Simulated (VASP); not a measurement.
Write the native input for VASP 6.6.1 that does the following.

```
Task                   : single point
Functional             : PBE
Potentials or basis    : VASP PAW PBE potentials, release 64 (Al)
Cutoff                 : 520 eV
k mesh                 : 2 × 3 × 1
Occupations            : gaussian, width 0.05 eV
Spin                   : no spin polarisation
Dipole correction      : no
Further INCAR settings : LREAL = Auto; ALGO = Fast; EDIFF = 1e-06; NBANDS = 48
```

The structure of Al lies in POSCAR:

```
Al
1.0
    8.1000000000      0.0000000000      0.0000000000
    0.0000000000      5.7275650000      0.0000000000
    0.0000000000      0.0000000000     17.7275650000
Al
21
Direct
    0.0000000000      0.0000000000      0.0564093264
    0.5000000000      0.0000000000      0.0564093264
    0.0000000000      0.5000000873      0.0564093264
    0.5000000000      0.5000000873      0.0564093264
    0.2500000000      0.2499999564      0.1371812767
    0.7500000000      0.2499999564      0.1371812767
    0.2500000000      0.7500000436      0.1371812767
    0.7500000000      0.7500000436      0.1371812767
   -0.0013833333      0.0019125056      0.2131138710
    0.5008991358      0.0018280020      0.2131328245
    0.0007491358      0.5016170048      0.2124364514
    0.4988237037      0.5015677692      0.2123818471
    0.2495653086      0.2473806932      0.2946237681
    0.7496018519      0.2499542127      0.2905811373
    0.2494838272      0.7649767397      0.2929456471
    0.7495725926      0.7437534100      0.2966737395
   -0.0042412346      0.0090811715      0.3686871829
    0.5031654321      0.0095721306      0.3687025263
    0.0214117284      0.5117771688      0.3660976000
    0.4778623457      0.5122916981      0.3659881095
    0.7494839506      0.4120578291      0.4379844609
```

The cell was built by a generator and needn't be a form met in nature.

These files were run (other wordings do the same):

INCAR

```
ALGO     = Fast           # electronic algorithm
EDIFF    = 1E-6           # SCF threshold, eV
ENCUT    = 520            # plane-wave cutoff, eV
GGA      = PE             # functional
ISIF     = 2              # what is computed and relaxed
ISMEAR   = 0              # smearing method
LASPH    = T              # aspherical terms in the spheres
LCHARG   = F              # write CHGCAR
LREAL    = Auto         
LWAVE    = F              # write WAVECAR
NBANDS   = 48             # bands
NELM     = 100            # most SCF steps
PREC     = Accurate       # precision mode
SIGMA    = 0.05           # smearing width, eV
```

KPOINTS

```
k-points
0
Gamma
  2 3 1
```

Potentials or basis: VASP PAW PBE potentials, release 64 (Al).

Launch:

```bash
$ cat potpaw_PBE.64/Al/POTCAR > POTCAR
$ mpirun -np 1 vasp_std > vasp.out
```

Results of the run:

```json
{
  "Largest force": "0.400 eV/Å",
  "Band gap on the k mesh": "none (metal or under the smearing width)"
}
```

Caveat: the k mesh is coarse (spacing up to 0.39 Å⁻¹), so the values aren't converged.

It took 4.7 min on 1 thread of Intel(R) Xeon(R) Platinum 8488C (Sapphire Rapids), on a shared host, peak memory 0.77 GiB.
